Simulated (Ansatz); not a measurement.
## Sn: experiment and calculation

**Measured values to compare with.**

“Unusual Valence State in the Antiperovskites Sr3SnO and Sr3PbO Revealed by X-ray Photoelectron Spectroscopy”, 2019, arxiv:1909.12270 quotes, for a bulk crystal of Sn: lattice constant a 6.489 Å.

How close the calculation comes is told below.

These are results of DFT PBEsol, scalar-relativistic, plane waves, PAW in Ansatz 0.2.0, not measurements.

Plane waves to 420 eV, a k mesh through Γ of 12×12×12 on the computed 2-atom cell and Gaussian smearing (0.10 eV); no spin polarisation.

Relaxed structure, symmetry kept:

```xyz
2
Lattice="0.0000 3.2702 3.2702 3.2702 0.0000 3.2702 3.2702 3.2702 0.0000" Properties=species:S:1:pos:R:3 pbc="T T T"
Sn    0.0000    0.0000    0.0000
Sn    1.6351    1.6351    1.6351
```

* Space group: Fd-3m (No. 227)
* Volume per atom: 34.97 Å³
* Formation energy from the elements' standard states (uncorrected): +0.028 eV/atom
* Kohn–Sham band gap: none (metal)
* Density of states at the Fermi level: 0.09 states/eV per cell (so small that it hangs on the mesh: a semimetal, or crossings between mesh points)
* Löwdin character within 0.5 eV of the Fermi level: Sn 5p 78 %, Sn 5s 21 %
* Bulk modulus: 41 GPa
* Its pressure derivative: 4.8
* Bader charges (e): Sn (2 in the cell) 0.00

Measured lattice constant a of Sn: 6.489 Å (quoted in the paper above). This calculation gives 6.540 Å (+0.8 %). The calculation is for 0 K without zero-point motion.